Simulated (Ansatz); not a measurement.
# SiNi: the cost of one run

Program: Ansatz 0.2.0. Level of theory: DFT r2SCAN, scalar-relativistic, plane waves, PAW. These are calculated values, not measurements.

## (1) The structure to begin with

It takes space group Pmmn (No. 59, orthorhombic). Conventional cell: a = 3.027 Å, b = 3.273 Å, c = 4.698 Å, α = 90.00°, β = 90.00°, γ = 90.00°. Si (site symmetry mm2) is surrounded by 6 Ni at 2.34 to 2.40 Å and 4 Si at 2.68 Å. Ni (site symmetry mm2) has 6 Si at 2.34 to 2.40 Å and 4 Ni at 2.67 Å as nearest neighbours.

Structure file:

```
CELL_PARAMETERS angstrom
3.02662 0.00000 0.00000
0.00000 3.27350 0.00000
0.00000 0.00000 4.69776
ATOMIC_POSITIONS crystal
Si 0.50000 0.50000 0.84230
Si 0.00000 0.00000 0.15770
Ni 0.50000 0.50000 0.34422
Ni 0.00000 0.00000 0.65578
```

The structure comes from the Crystallography Open Database.

(A quick probe on a coarse mesh, which set the mesh and smearing, is not shown.)

## (3) Relaxing cell and atoms

Input file input.yaml:

```yaml
crystal:
  lattice:
    - [3.02662, 0.0, 0.0]
    - [0.0, 3.2735, 0.0]
    - [0.0, 0.0, 4.69776]
  atoms:
    - { symbol: Si, position: [0.5, 0.5, 0.8423] }
    - { symbol: Si, position: [0.0, 0.0, 0.1577] }
    - { symbol: Ni, position: [0.5, 0.5, 0.34422] }
    - { symbol: Ni, position: [0.0, 0.0, 0.65578] }
basis:
  ecutwfc: 500
kpoints:
  mp_grid: { grid: [14, 12, 10] }
hamiltonian:
  xc: r2scan
scf:
  occupations: { method: gaussian, width: 0.1 }
output:
  forces: true
  stress: true
  eigenvalues: true
relax:
  adjacent_minimum: "off"
  f_tol: 0.005
  max_steps: 80
  cell: { stress_tol: 0.05 }
```

Launch:

```console
ansatz run input.yaml --threads 1 --pin off --max-ram 2560MiB --backend cpu --events-out ev --progress --plain --runs-dir out
```

**Question.** How long does this run take on 1 thread of Arm Neoverse V1, shared host, and how much memory does it need?

About 6.8 min, with a peak of 0.75 GiB.
